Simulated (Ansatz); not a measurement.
A crystal relaxed with r2SCAN+rVV10 in Ansatz has space group P6_3mc (No. 186) and a = 4.441 Å, c = 14.881 Å.

```
atom  site       x       y       z
  Xx    2a  0.0000  0.0000  0.3237
  Xx    2b  0.6667  0.3333  0.4264
   I    2a  0.0000  0.0000  0.0160
   I    2b  0.6667  0.3333  0.2339
```

r2SCAN gives a direct gap of 1.94 eV at Γ. The HSE06 gap is direct at Γ: 2.53 eV. PBE gives a direct gap of 1.49 eV at Γ. Meshes: r2SCAN 6×6×2, HSE06 6×6×2, PBE 6×6×2.

**Question.** Which element is Xx?
A. Au
B. Ag
C. Li
D. Cu

**Answer.** B. Xx is Ag: AgI (P6_3mc) from a database of computed structures. Around Ag lie 4 I at 2.86–2.89 Å and 3 Ag at 2.98 Å; around I lie 4 Ag at 2.86–2.89 Å.

The values are computed, spin-unpolarised, and not measurements.

Spin-orbit coupling is left out, which matters wherever the heavy atoms make up the band edges.

The meshes of the hybrids are coarse, so their gaps aren't converged to the digits shown.
